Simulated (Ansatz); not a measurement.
Hf under changes of volume

One of the cells (21.939 Å³/atom); the others are scaled copies at fixed shape and fractional positions:

```
CELL_PARAMETERS angstrom
4.96233 0.00000 0.00000
-2.48116 4.29750 0.00000
0.00000 0.00000 3.08623
ATOMIC_POSITIONS crystal
Hf 0.00000 0.00000 0.00000
Hf 0.33333 0.66667 0.50000
Hf 0.66667 0.33333 0.50000
```

This isn't the form of Hf at room conditions, which is hcp.

| Item | Value |
| --- | --- |
| Program | Ansatz 0.2.0 |
| Functional | r2SCAN |
| Potentials or basis | Ansatz PAW |
| Cutoff | 500 eV (not typed: the program's choice for these potentials) |
| k mesh | 6 × 6 × 9 |
| Occupations | fermi-dirac, width 0.05 eV |
| Spin | no spin polarisation |

| volume (Å³/atom) | energy over the lowest point (meV/atom) | pressure (GPa) |
| --- | --- | --- |
| 20.622 | ? | ? |
| 21.061 | 16.92 | 5.7 |
| 21.500 | 5.03 | 3.1 |
| 21.939 | 0.00 | 0.7 |
| 22.377 | 1.23 | -1.5 |
| 22.816 | 8.17 | -3.5 |
| 23.255 | 20.34 | -5.3 |

Q: What does the run at 20.622 Å³/atom give?

A: Energy over the lowest point 36.30 meV/atom; pressure 8.5 GPa.

Worked out: A Birch-Murnaghan fit of order 3 (a polynomial in V^(-2/3)) to the other rows has its minimum at 22.07 Å³/atom with B0 = V·E''(V) = 112 GPa and B' = 3.6 at fixed shape and positions, which overstates the stiffness. It gives 36.33 meV/atom at 20.622 Å³/atom, against the run's 36.30, and -dE/dV = 8.5 GPa, against 8.5.

Energies are extrapolated to zero smearing.

Caveats: the PAW data sets come from PBE, with cores solved anew for the run's functional, which leaves a small shift of forces and pressure.
